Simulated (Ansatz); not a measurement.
BeO:
```xyz
12
Lattice="2.6603 0.0000 0.0000 -1.3302 2.3039 0.0000 0.0000 0.0000 13.0124" Properties=species:S:1:pos:R:3 pbc="T T T"
Be     0.0000     0.0000    13.0082
Be     0.0000     0.0000     6.5020
Be     1.3302     0.7680    10.8450
Be     0.0000     1.5360     4.3388
Be     1.3302     0.7680     2.1682
Be     0.0000     1.5360     8.6744
O      0.0000     0.0000    11.3805
O      0.0000     0.0000     4.8743
O      1.3302     0.7680     9.2136
O      0.0000     1.5360     2.7074
O      1.3302     0.7680     0.5373
O      0.0000     1.5360     7.0435
```

Relaxed with LDA. Special points in fractions of this cell's reciprocal vectors: Γ (0.000, 0.000, 0.000); M (0.500, 0.000, 0.000); K (0.333, 0.333, 0.000); A (0.000, 0.000, 0.500); L (0.500, 0.000, 0.500); H (0.333, 0.333, 0.500).

Problem. List the band energies nearest the valence-band maximum at these points for LDA (plane waves, PAW; program Ansatz).

Solution. In eV from the valence-band maximum; about four levels below and three above (degenerate sets whole), none deeper than 8.9 eV; points with the same levels are listed once.

```csv
k,below,above
Γ,-0.26 -0.26 -0.01 -0.01 0.00,7.91 8.99 9.09
M,-1.47 -1.45 -1.19 -0.94,7.36 7.87 9.43
K,-2.28 -1.80 -1.63 -1.63,9.82 9.82 10.22
A,-0.08 -0.08 -0.08 -0.08,8.24 8.24 9.99 9.99
L,-1.31 -1.31 -1.09 -1.09,7.57 7.57 9.65 9.65
H,-2.00 -2.00 -1.69 -1.69,9.85 9.85 10.45 10.45
```

Space group P6_3mc. The cell is a constructed one: a structure type filled with these elements. Its sites differ from those of the usual phase in this space group: another stacking or structure type. The LDA relaxation kept the symmetry of its start; phonons on a q-mesh show no instability.

Potentials: the later of the program's two PAW sets.
